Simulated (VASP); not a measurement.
Write the native input for VASP 6.6.1 that does the following.

* Task: relaxation of cell and atoms
* Functional: PBE
* Dispersion: D3(BJ)
* Potentials or basis: VASP PAW PBE potentials, release 64 (B, N)
* Cutoff: 600 eV
* k mesh: 12 × 12 × 4
* Occupations: gaussian, width 0.03 eV
* Spin: no spin polarisation
* Further INCAR settings: ALGO = Normal; EDIFF = 1e-07; IBRION = 2; EDIFFG = -0.005; NSW = 90; ISIF = 3

The structure of BN lies in POSCAR:

```
BN                                      
1.0
    2.5062642033     -0.0000000000     -0.0000000000
   -1.2531321016      2.1704884687     -0.0000000000
   -0.0000000000      0.0000000000      6.5842539459
  B               N             
     2     2
Direct
     0.3333333332999970    0.6666666667000030    0.2500000000000000
     0.6666666667000030    0.3333333332999970    0.7500000000000000
     0.3333333332999970    0.6666666667000030    0.7500000000000000
     0.6666666667000030    0.3333333332999970    0.2500000000000000
```

These files were run (other wordings do the same):

INCAR

```
SYSTEM = BN
PREC = Accurate
ENCUT = 600
EDIFF = 1E-7
ISMEAR = 0
SIGMA = 0.03
LREAL = .False.
LASPH = .True.
NELM = 80
ALGO = Normal
ISIF = 3
LWAVE = .False.
LCHARG = .False.
GGA = PE
IVDW = 12
IBRION = 2
NSW = 90
EDIFFG = -0.005
KPAR = 2
```

KPOINTS

```
Automatic mesh
0
Gamma
  12 12 4
  0 0 0
```

Potentials or basis: VASP PAW PBE potentials, release 64 (B, N).

The run is started by

```bash
$ cat potpaw_PBE.64/B/POTCAR potpaw_PBE.64/N/POTCAR > POTCAR
$ mpirun -np 2 vasp_std > vasp.out
```

It gave:

```yaml
Relaxed_volume: 8.94 Å³/atom
Relaxed_cell: a = 2.507 Å, b = 2.507 Å, c = 6.574 Å, α = 90.00°, β = 90.00°, γ = 120.00°
Space_group_after_relaxing_to_0.05_Å: P6_3/mmc (No. 194)
Energy_gained_by_relaxing: 0.0 meV/atom
Ionic_steps: 6
Pressure_after_relaxing: -0.1 GPa
Band_gap_on_the_k_mesh: 4.25 eV, indirect (least direct gap 4.63 eV)
Dispersion_energy_per_atom: -0.143 eV
```

Run time: 22 s on 2 MPI ranks on Intel(R) Xeon(R) 6975P-C (Granite Rapids), with other jobs on the host, peak memory 0.16 GiB a rank.
